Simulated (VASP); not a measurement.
# MgO (strained database structure): one PBE single-point calculation in two programs

```
Mg O
1.0
     3.48408    0.00000    0.00000
    -1.74204    3.01730    0.00000
     0.00000    0.00000    4.08403
Mg O
2 2
Direct
  0.66667 0.33333 0.75000
  0.33333 0.66667 0.25000
  0.66667 0.33333 0.25000
  0.33333 0.66667 0.75000
```

Datasets and cutoffs are each program's own. VASP's cell holds 16 valence electrons and Ansatz's 32. Ansatz's stress includes a Pulay correction; VASP's doesn't.

Cutoffs: 520 eV in VASP, 420 eV in Ansatz. k meshes: 12×12×6 and 12×12×6.

```
                              VASP   Ansatz
gap between bands v and c  3.59 eV  3.60 eV
         least direct gap  3.59 eV  3.60 eV
                 pressure  8.0 GPa  8.5 GPa
```

Band v is the last that the valence electrons fill when counted band by band, and c is the next. Levels in eV from the top of v, Ansatz:

```tsv
point	v−1	v	c	c+1
Γ	-0.78	0.00	3.60	9.83
M	-1.30	-0.45	7.06	9.43
K	-1.82	-0.78	7.33	9.26
A	-1.30	-1.30	6.66	6.66
L	-0.80	-0.80	7.47	7.47
H	-0.35	-0.35	8.27	8.27
```

VASP:

```
point    v−1      v     c   c+1
    Γ  -0.78   0.00  3.59  9.80
    M  -1.31  -0.46  7.04  9.41
    K  -1.84  -0.79  7.31  9.23
    A  -1.31  -1.31  6.65  6.65
    L  -0.80  -0.80  7.46  7.46
    H  -0.35  -0.35  8.26  8.26
```
